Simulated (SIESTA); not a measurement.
The system is Al.

```
CELL_PARAMETERS angstrom
0.00000 2.02481 2.02481
2.02481 0.00000 2.02481
2.02481 2.02481 0.00000
ATOMIC_POSITIONS crystal
Al 0.00000 0.00000 0.00000
```

```yaml
Program: SIESTA 5.4.2
Task: single point
Functional: PBE
Potentials_or_basis: PseudoDojo 0.4 standard (PBE files)
Basis: DZP (energy shift 0.003 Ry)
Grid_cutoff: 500 Ry
Energy_shift: 0.003 Ry
k_mesh: 11 × 11 × 11
Occupations: fermi-dirac, width 0.05 eV
Spin: no spin polarisation
```

On this cell: pressure -0.4 GPa; band gap on the k mesh none (metal or under the smearing width).

The same run follows on a disturbed copy (cell strained at random at fixed volume):

```xyz
1
Lattice="0.0479 1.9691 2.0269 2.0433 -0.0084 2.0831 2.0406 2.0227 -0.0057" Properties=species:S:1:pos:R:3 pbc="T T T"
Al    0.0167    0.0547   -0.0153
```

**Question.** What does the disturbed cell give?

**Answer.** The energy (extrapolated to zero smearing) moves by +5.3 meV/atom; pressure -0.3 GPa; band gap on the k mesh none (metal or under the smearing width).

Stress tensor (GPa, compression positive):
```
 0.65 -0.85 -1.27
-0.85  0.58  1.68
-1.27  1.68 -2.02
```

Caveats: the basis of atomic orbitals isn't converged, which shifts pressures, moduli and gaps.
